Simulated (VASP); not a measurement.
Set up this calculation in VASP 6.6.1, as the native input.

* Task: relaxation of cell and atoms
* Functional: vdW-DF-cx
* Potentials or basis: VASP PAW PBE potentials, release 64 (Cd, S)
* Cutoff: 600 eV
* k mesh: 7 × 7 × 4
* Occupations: fermi-dirac, width 0.05 eV
* Spin: no spin polarisation
* Further INCAR settings: ALGO = Normal; EDIFF = 1e-06; IBRION = 2; EDIFFG = -0.01; NSW = 60; ISIF = 3

The structure of CdS (Greenockite) lies in POSCAR:

```
CdS
1.0
    4.1500000000      0.0000000000      0.0000000000
   -2.0750000000      3.5940054257      0.0000000000
    0.0000000000      0.0000000000      6.7370000000
Cd S
2 2
Direct
    0.6666666667      0.3333333333      0.5000000000
    0.3333333333      0.6666666667      0.0000000000
    0.6666666667      0.3333333333      0.8750000000
    0.3333333333      0.6666666667      0.3750000000
```

These files were run (other wordings do the same):

INCAR

```
SYSTEM = CdS
PREC     = Accurate       ! precision mode
ENCUT    = 600            ! plane-wave cutoff, eV
EDIFF    = 1E-6           ! SCF threshold, eV
ISMEAR   = -1             ! smearing method
SIGMA    = 0.05           ! smearing width, eV
LREAL    = .FALSE.        ! projectors in reciprocal space
LASPH    = .TRUE.         ! aspherical terms in the spheres
NELM     = 80             ! most SCF steps
ALGO     = Normal         ! electronic algorithm
ISIF     = 3              ! what is computed and relaxed
LWAVE    = .FALSE.        ! write WAVECAR
LCHARG   = .FALSE.        ! write CHGCAR
GGA      = CX             ! functional
LUSE_VDW = .TRUE.       
AGGAC    = 0.0          
IBRION   = 2              ! ionic algorithm
NSW      = 60             ! ionic steps
EDIFFG   = -0.01          ! ionic threshold
```

KPOINTS

```
regular mesh
0
G
  7 7 4
  0 0 0
```

Potentials or basis: VASP PAW PBE potentials, release 64 (Cd, S).

Command:

```bash
$ cat potpaw_PBE.64/Cd/POTCAR potpaw_PBE.64/S/POTCAR > POTCAR
$ mpirun -np 1 vasp_std > vasp.out
```

Results of the run:

```yaml
Relaxed_volume: 25.14 Å³/atom
Relaxed_cell: a = 4.145 Å, b = 4.145 Å, c = 6.759 Å, α = 90.00°, β = 90.00°, γ = 120.00°
Space_group_after_relaxing_to_0.05_Å: P6_3mc (No. 186)
Energy_gained_by_relaxing: 0.2 meV/atom
Ionic_steps: 3
Pressure_after_relaxing: 0.0 GPa
Band_gap_on_the_k_mesh: 1.09 eV, direct
```

Caveat: the PAW data sets were made with another functional, which shifts forces and pressure a little.

Wall time 3.2 min on 1 thread of Intel(R) Xeon(R) 6975P-C (Granite Rapids), on a shared host, peak memory 0.64 GiB.
